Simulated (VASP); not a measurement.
## EuO2: relaxation of cell and atoms with TPSS

The system is EuO2.

```
CELL_PARAMETERS angstrom
-1.93055 1.93055 2.73861
1.93055 -1.93055 2.73861
1.93055 1.93055 -2.73861
ATOMIC_POSITIONS crystal
Eu 0.50000 0.50000 0.00000
O 0.25000 0.75000 0.50000
O 0.75000 0.25000 0.50000
```

The cell comes from a database or a generator and needn't be the stable form of this composition.

```
Program                : VASP 6.6.1
Task                   : relaxation of cell and atoms
Functional             : TPSS
Potentials or basis    : VASP PAW PBE potentials, release 64 (Eu, O)
Cutoff                 : 600 eV
k mesh                 : 7 × 7 × 7
Occupations            : gaussian, width 0.05 eV
Spin                   : collinear spin, ferromagnetic start
Starting moments       : [7.0, 0.0, 0.0] μB
Further INCAR settings : ALGO = Normal; EDIFF = 1e-07; IBRION = 2; EDIFFG = -0.01; NSW = 40; ISIF = 3
```

```
Relaxed volume                                        : 13.36 Å³/atom
Relaxed cell                                          : a = 3.843 Å, b = 3.843 Å, c = 3.843 Å, α = 120.09°, β = 120.09°, γ = 89.85°
Space group after relaxing (to 0.05 Å)                : Fm-3m (No. 225)
Energy gained by relaxing                             : 1.9 meV/atom
Ionic steps                                           : 3
Pressure after relaxing                               : 0.0 GPa
Band gap on the k mesh                                : none (metal or under the smearing width)
Net moment                                            : -5.00 μB per cell
Site moments                                          : Eu -5.70; O +0.42 μB
Valence electrons inside the program's atomic spheres : Eu 14.42; O 4.93
```

Stress tensor (GPa, compression positive):
```
 0.05  0.00  0.00
 0.00  0.05  0.00
 0.00  0.00 -0.10
```

Step by step:
```tsv
step	energy change (eV)	largest force (eV/Å)	pressure (GPa)	volume (Å³)
1	0.0000	0.0000	-2.37	40.83
2	-0.0036	0.0000	1.50	39.65
3	-0.0056	0.0000	0.00	40.08
```

Final structure:
```
Eu O
1.0
    -1.91905    1.91905    2.72108
     1.91905   -1.91905    2.72108
     1.91905    1.91905   -2.72108
Eu O
1 2
Cartesian
  0.0000 0.0000 2.7211
  1.9190 0.0000 1.3605
  0.0000 1.9190 1.3605
```

Levels at points of the mesh, in eV from the Fermi level:
Spin up:
| k point | band 8 | band 9 | band 10 | band 11 | band 12 | band 13 | band 14 | band 15 | band 16 | band 17 |
| --- | --- | --- | --- | --- | --- | --- | --- | --- | --- | --- |
| (0.00, 0.00, 0.00) | -4.21 | -4.20 | -1.08 | -1.07 | -1.07 | 3.83 | 4.22 | 4.22 | 4.22 | 4.33 |
Spin down:
```csv
k point,band 13,band 14,band 15,band 16,band 17,band 18,band 19,band 20,band 21,band 22
"(0.00, 0.00, 0.00)",-1.00,-1.00,-1.00,-0.21,0.72,0.74,0.74,5.96,5.99,6.31
```

Run time: 15 min on 1 thread of Intel(R) Xeon(R) 6975P-C (Granite Rapids), on a shared host, peak memory 0.31 GiB.

Caveat: the PAW data sets were made with another functional, which shifts forces and pressure a little; spin-orbit coupling is left out, which moves the levels of the heavy elements; a cell with one magnetic atom can't hold antiferromagnetic order, which such compounds often take; without U or exact exchange the open f shell lies at the Fermi level, which spoils levels, moments and volumes. With open d or f shells a metallic result of TPSS can be an artefact of self-interaction; +U or a hybrid may open a gap.
